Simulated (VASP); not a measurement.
# How a change of volume changes GaAs (F-43m), part 2 of 2

Strain engineering needs slopes: what does a change of volume do to the lattice and the band edges of GaAs?

VASP 6.6.1, plane waves and PAW; the level of theory is named at each step.

So far. Step 5 (Band edges, r2SCAN): The run ends at a pressure of 5.04 GPa.

## 6. Band edges, HSE06

Short lines in KPOINTS_OPT sample the zone centre, for masses, and the other valleys.

Level: HSE06; plane waves and PAW (Ga_d, As).

File INCAR:

```
SYSTEM = GaAs
PREC = Accurate
ENCUT = 450
EDIFF = 1E-06
NELM = 100
ISMEAR = 0
SIGMA = 0.02
LREAL = .FALSE.
ALGO = Normal
LHFCALC = .TRUE.
AEXX = 0.25
GGA = PE
HFSCREEN = 0.2
LASPH = .TRUE.
NBANDS = 14
PRECFOCK = Fast
LWAVE = .FALSE.
LCHARG = .FALSE.
KPAR = 4
```

File POSCAR:

```
GaAs
1.0
    0.0000000000      2.7761800886      2.7761800886
    2.7761800886      0.0000000000      2.7761800886
    2.7761800886      2.7761800886      0.0000000000
Ga As
1 1
Direct
    0.0000000000      0.0000000000      0.0000000000
    0.2500000000      0.2500000000      0.2500000000
```

File KPOINTS:

```
Automatic mesh
0
Gamma
5 5 5
0 0 0
```

File KPOINTS_OPT:

```
Line mode
6
Line-mode
Reciprocal
  0.00000000   0.00000000   0.00000000
  0.02209214   0.02209214   0.00000000

  0.00000000   0.00000000   0.00000000
  0.00000000  -0.02209214  -0.02209214

  0.31000000   0.31000000   0.00000000
  0.50000000   0.50000000   0.00000000

  0.00000000   0.31000000   0.31000000
  0.00000000   0.50000000   0.50000000

  0.45000000   0.45000000   0.45000000
  0.50000000   0.50000000   0.50000000

  0.45000000   0.00000000   0.00000000
  0.50000000   0.00000000   0.00000000

  0.42500000   0.42500000   0.00000000
  0.42500000   0.44709214   0.02209214

  0.50000000   0.50000000   0.50000000
  0.48437850   0.51562150   0.50000000
```

Potentials, in the order of the species: Ga_d and As (LDA family, release 64).

The run is started by

```console
$ mpirun -np 4 vasp_std
```

The program printed:

```text
[banner, memory and clock lines left out]
running    4 mpi-ranks, on    1 nodes
[...]
[... a notice as in an earlier step ...]

 LDA part: xc-table for (Slater+PW92), standard interpolation
 found WAVECAR, reading the header
 POSCAR, INCAR and KPOINTS ok, starting setup
[...]
reading WAVECAR
 the WAVECAR file was read successfully
 initial charge from wavefunction
 entering main loop
       N       E                     dE             d eps       ncg     rms          rms(c)
DAV:   1    -0.981976658022E+01   -0.98198E+01   -0.13206E+00   412   0.233E+01    0.250E+00
DAV:   2    -0.981190320563E+01    0.78634E-02   -0.78661E-02   356   0.477E+00    0.180E+00
DAV:   3    -0.980814346336E+01    0.37597E-02   -0.10501E-02   376   0.191E+00    0.107E+00
DAV:   4    -0.980733635610E+01    0.80711E-03   -0.16119E-03   360   0.467E-01    0.588E-01
[...]
DAV:   8    -0.980702471474E+01    0.70107E-05   -0.28890E-06   328   0.145E-02    0.575E-02
DAV:   9    -0.980702263717E+01    0.20776E-05   -0.10448E-06   238   0.768E-03    0.315E-02
DAV:  10    -0.980702213480E+01    0.50236E-06   -0.51759E-07   194   0.562E-03
   1 F= -.98070221E+01 E0= -.98070221E+01  d E =-.596012E-12
 Start KPOINTS_OPT (optional k-point list driver)
k-point batch [1-10\48]
       N       E                     dE             ncg
DAV:   1    -0.106472395891E+03   -0.32018E+03      280
DAV:   2    -0.117882550372E+04   -0.10724E+04      292
DAV:   3    -0.128285864401E+04   -0.10403E+03      310
DAV:   4    -0.128809259963E+04   -0.52340E+01      308
DAV:   5    -0.128815696571E+04   -0.64366E-01      348
DAV:   6    -0.128815811288E+04   -0.11472E-02      358
DAV:   7    -0.128815813067E+04   -0.17793E-04      310
DAV:   8    -0.128815813097E+04   -0.29872E-06      244
[...]
k-point batch [41-48\48]
       N       E                     dE             ncg
DAV:   1     0.864109142282E+03   -0.48209E+04      224
DAV:   2     0.210227265447E+02   -0.84309E+03      230
DAV:   3    -0.489066903711E+02   -0.69929E+02      272
DAV:   4    -0.506502549098E+02   -0.17436E+01      304
DAV:   5    -0.506710122446E+02   -0.20757E-01      304
DAV:   6    -0.506714490564E+02   -0.43681E-03      326
DAV:   7    -0.506714538103E+02   -0.47539E-05      246
DAV:   8    -0.506714539071E+02   -0.96807E-07      208
```

The job ended after 8 min (4 MPI ranks of AMD EPYC 7R43, shared host; peak memory 0.97 GiB).

From OUTCAR (step 6):

```text
 POSITION                                       TOTAL-FORCE (eV/Angst)
 -----------------------------------------------------------------------------------
      0.00000      0.00000      0.00000         0.000000      0.000000      0.000000
      1.38809      1.38809      1.38809        -0.000000     -0.000000     -0.000000
 -----------------------------------------------------------------------------------
    total drift:                                0.000079      0.000046      0.000046

  FREE ENERGIE OF THE ION-ELECTRON SYSTEM (eV)
  ---------------------------------------------------
  free  energy   TOTEN  =        -9.8070221348 eV

  energy  without entropy=       -9.8070221348  energy(sigma->0) =       -9.80702213

[... 1 part as in an earlier step ...]

[... 2 further parts left out ...]
[key lines of the parts left out:]
E-fermi :   4.2743
```

This run gave:

```
energy(sigma→0) of the program : -9.8070 eV
```

## 7. All members

LASPH is off in runs at LDA and on in runs at HSE06, TB-mBJ and r2SCAN.

Hybrid runs start from orbitals of a short LDA run, not shown.

Runs beyond LDA use the data sets made with LDA; this shifts their levels slightly, and their total energies have another zero (at TB-mBJ, which has no energy functional, they mean nothing).

The other members went through these steps as far as the tables show, with the same cutoff and, step by step, the same mesh; 42 runs are not shown. The session took 6.3 core hours (wall time by ranks) on a shared machine.

| volume over the relaxed volume | volume (Å³/atom) | pressure (GPa) | energy above the unstrained row (meV/atom) | gap on the mesh, LDA (eV) |
| --- | --- | --- | --- | --- |
| 0.940 | 20.735 | 5.322 | 21.433 | 0.994 |
| 0.955 | 21.066 | 3.816 | 11.847 | 0.869 |
| 0.970 | 21.396 | 2.432 | 5.227 | 0.747 |
| 0.985 | 21.727 | 1.162 | 1.343 | 0.628 |
| 1 | 22.058 | -0.007 | 0.000 | 0.512 |
| 1.015 | 22.389 | -1.079 | 0.957 | 0.399 |
| 1.030 | 22.720 | -2.064 | 4.066 | 0.289 |
| 1.045 | 23.051 | -2.980 | 9.093 | 0.181 |
| 1.060 | 23.382 | -3.800 | 15.943 | 0.077 |

A cubic of the pressure in ln(V/V₀) through all rows has the slope −B at V₀: B = 75 GPa, and its curvature gives B′ = 4.7.

Band edges at TB-mBJ with spin-orbit coupling, counted from the valence-band top at Γ, spin-orbit pairs averaged:

| volume over the relaxed volume | gap (eV) | conduction band at Γ (eV) | Δ or X valley along z (eV) | lowest conduction level at L, [111] (eV) | second valence level below the top (eV) | third valence level below the top (eV) |
| --- | --- | --- | --- | --- | --- | --- |
| 0.940 | 1.794 | 2.163 | 1.794 | 1.931 | 0.000 | 0.328 |
| 0.955 | 1.829 | 2.038 | 1.828 | 1.889 | 0.000 | 0.325 |
| 0.970 | 1.847 | 1.916 | 1.861 | 1.847 | 0.000 | 0.323 |
| 0.985 | 1.796 | 1.796 | 1.891 | 1.805 | 0.000 | 0.321 |
| 1 | 1.679 | 1.679 | 1.919 | 1.764 | 0.000 | 0.318 |
| 1.015 | 1.564 | 1.564 | 1.946 | 1.723 | 0.000 | 0.316 |
| 1.030 | 1.450 | 1.450 | 1.969 | 1.683 | 0.000 | 0.314 |
| 1.045 | 1.340 | 1.340 | 1.991 | 1.644 | 0.000 | 0.312 |
| 1.060 | 1.231 | 1.231 | 2.011 | 1.605 | 0.000 | 0.310 |

Conduction masses, in electron masses (the axis is [001]):

| volume over the relaxed volume | conduction mass at Γ, along the strain axis or the normal of the plane | L [111] mass, longitudinal | L [111] mass, transverse along [1-10] |
| --- | --- | --- | --- |
| 0.940 | 0.115 | 1.767 | 0.134 |
| 0.955 | 0.111 | 1.748 | 0.133 |
| 0.970 | 0.105 | 1.763 | 0.134 |
| 0.985 | 0.101 | 1.767 | 0.133 |
| 1 | 0.096 | 1.739 | 0.132 |
| 1.015 | 0.091 | 1.744 | 0.132 |
| 1.030 | 0.086 | 1.735 | 0.131 |
| 1.045 | 0.081 | 1.747 | 0.131 |
| 1.060 | 0.076 | 1.786 | 0.131 |

Band edges at r2SCAN, counted from the valence-band top at Γ:

| volume over the relaxed volume | gap (eV) | conduction band at Γ (eV) | Δ or X valley along z (eV) | lowest conduction level at L, [111] (eV) | second valence level below the top (eV) | third valence level below the top (eV) |
| --- | --- | --- | --- | --- | --- | --- |
| 0.940 | 1.563 | 1.694 | 1.561 | 1.630 | 0.000 | 0.000 |
| 0.955 | 1.561 | 1.561 | 1.591 | 1.579 | 0.000 | 0.000 |
| 0.970 | 1.431 | 1.431 | 1.618 | 1.530 | 0.000 | 0.000 |
| 0.985 | 1.304 | 1.304 | 1.644 | 1.481 | 0.000 | 0.000 |
| 1 | 1.179 | 1.179 | 1.667 | 1.434 | 0.000 | 0.000 |
| 1.015 | 1.058 | 1.058 | 1.690 | 1.387 | 0.000 | 0.000 |
| 1.030 | 0.939 | 0.939 | 1.710 | 1.342 | 0.000 | 0.000 |
| 1.045 | 0.824 | 0.824 | 1.729 | 1.298 | 0.000 | 0.000 |
| 1.060 | 0.711 | 0.711 | 1.747 | 1.254 | 0.000 | 0.000 |

Conduction masses, in electron masses (the axis is [001]):

| volume over the relaxed volume | conduction mass at Γ, along the strain axis or the normal of the plane | L [111] mass, longitudinal | L [111] mass, transverse along [1-10] |
| --- | --- | --- | --- |
| 0.940 | 0.082 | 1.758 | 0.114 |
| 0.955 | 0.077 | 1.732 | 0.113 |
| 0.970 | 0.071 | 1.709 | 0.112 |
| 0.985 | 0.066 | 1.725 | 0.111 |
| 1 | 0.061 | 1.712 | 0.111 |
| 1.015 | 0.056 | 1.707 | 0.110 |
| 1.030 | 0.050 | 1.699 | 0.109 |
| 1.045 | 0.045 | 1.689 | 0.108 |
| 1.060 | 0.040 | 1.710 | 0.107 |

Band edges at HSE06, counted from the valence-band top at Γ, with one row partly withheld:

| volume over the relaxed volume | gap (eV) | conduction band at Γ (eV) | Δ or X valley along z (eV) | lowest conduction level at L, [111] (eV) | second valence level below the top (eV) | third valence level below the top (eV) |
| --- | --- | --- | --- | --- | --- | --- |
| 0.940 | 1.920 | 2.182 | 1.919 | 2.083 | 0.000 | 0.000 |
| 0.955 | 1.951 | 2.042 | 1.951 | 2.028 | 0.000 | 0.000 |
| 0.970 | 1.904 | 1.904 | 1.975 | 1.974 | 0.000 | 0.000 |
| 0.985 | ? | ? | 2.002 | 1.921 | 0.000 | 0.000 |
| 1 | 1.638 | 1.638 | 2.026 | 1.869 | 0.000 | 0.000 |
| 1.015 | 1.509 | 1.509 | 2.050 | 1.819 | 0.000 | 0.000 |
| 1.030 | 1.382 | 1.382 | 2.071 | 1.769 | 0.000 | 0.000 |
| 1.045 | 1.259 | 1.259 | 2.091 | 1.720 | 0.000 | 0.000 |
| 1.060 | 1.138 | 1.138 | 2.110 | 1.673 | 0.000 | 0.000 |

Conduction masses, in electron masses (the axis is [001]):

| volume over the relaxed volume | conduction mass at Γ, along the strain axis or the normal of the plane | L [111] mass, longitudinal | L [111] mass, transverse along [1-10] |
| --- | --- | --- | --- |
| 0.940 | 0.090 | 1.668 | 0.116 |
| 0.955 | 0.086 | 1.643 | 0.115 |
| 0.970 | 0.081 | 1.647 | 0.114 |
| 0.985 | 0.076 | 1.627 | 0.113 |
| 1 | 0.072 | 1.634 | 0.112 |
| 1.015 | 0.067 | 1.608 | 0.112 |
| 1.030 | 0.062 | 1.620 | 0.111 |
| 1.045 | 0.058 | 1.607 | 0.110 |
| 1.060 | 0.053 | 1.608 | 0.110 |

## 8. Fit and prediction

The quantity to fit is the conduction level at Γ above the mean of the three top valence levels at HSE06: 2.182, 2.042, 1.904, 1.638, 1.509, 1.382, 1.259, 1.138 eV in the rows shown.

A least-squares parabola through the 8 rows shown, with u the logarithm of the volume ratio: E = 1.853 u² − 8.686 u + 1.638 (eV), r.m.s. residual 1.1e-4 eV.

At u = -0.01511 this predicts 1.7694 eV.

## 9. Checking the prediction

The calculation gives 1.7695 eV, so the prediction is 0.0001 eV too low.

## 10. What came out

| Property | Result |
| --- | --- |
| bulk modulus | 75 GPa |
| gap of the unstrained cell, TB-mBJ with spin-orbit coupling | 1.68 eV |
| gap of the unstrained cell, r2SCAN | 1.18 eV |
| gap of the unstrained cell, HSE06 | 1.64 eV |
| dE/d ln V of the conduction level at Γ above the mean of the three top valence levels, HSE06 | -8.69 eV |
| error of the predicted row | -0.1 meV |

**Reading.** At TB-mBJ with spin-orbit coupling the lowest conduction valley is in turn Δ or X, L, Γ from the first row to the last, and the gap runs between 1.23 and 1.85 eV. At zero strain Γ and L lie only 85 meV apart here, so their order is sensitive to the level and the lattice constant. At r2SCAN the lowest conduction valley is in turn Δ or X, Γ from the first row to the last, and the gap runs between 0.71 and 1.56 eV. At HSE06 the lowest conduction valley is in turn Δ or X, Γ from the first row to the last, and the gap runs between 1.14 and 1.95 eV. Hole masses are left out throughout, since the top bands are degenerate or cross in many series; of conduction masses, those of the Γ, L and (for Si and Ge under (001) strain) Δ valleys are kept where they change by under an eighth between rows. A measured gap of unstrained GaAs is 1.42 eV (arxiv:0805.2212, direct gap E0 at Gamma from PR, 300 K); the static gaps here belong to the lattice relaxed at LDA. TB-mBJ is a potential fitted for gaps; it has no energy functional, so its total energies and forces mean nothing, and its bands tend to come out too narrow. r2SCAN opens gaps somewhat over GGA but leaves them below measured values as a rule. HSE06 ran on a coarser mesh than the semilocal levels. Spin-orbit coupling is left out at r2SCAN and HSE06, so the valence splittings there lack it. Δ or X levels are the lowest on their line, refined by a parabola unless they lie at X; the gap is read from all points sampled and can differ from the lowest valley by some meV, or by tens of meV where strain moves the valence top off Γ. Temperature, zero-point motion and excitons are left out.

[Lines on the potential files, build, host, timing and source positions are cut from VASP's logs without a mark.]

[Logs are printed without paths, hosts, clocks, repeated set-up lines and the standing remarks that a program may print on its own settings, such as how far it seeks lower states.]

[Hosts, paths, dates, database ids (printed as entryN), source tags and the programs' standing remarks are cut or masked in the printed files.]

[In band tables of VASP the shares of atoms and orbitals are scaled to a sum of 1 inside the atoms' spheres.]
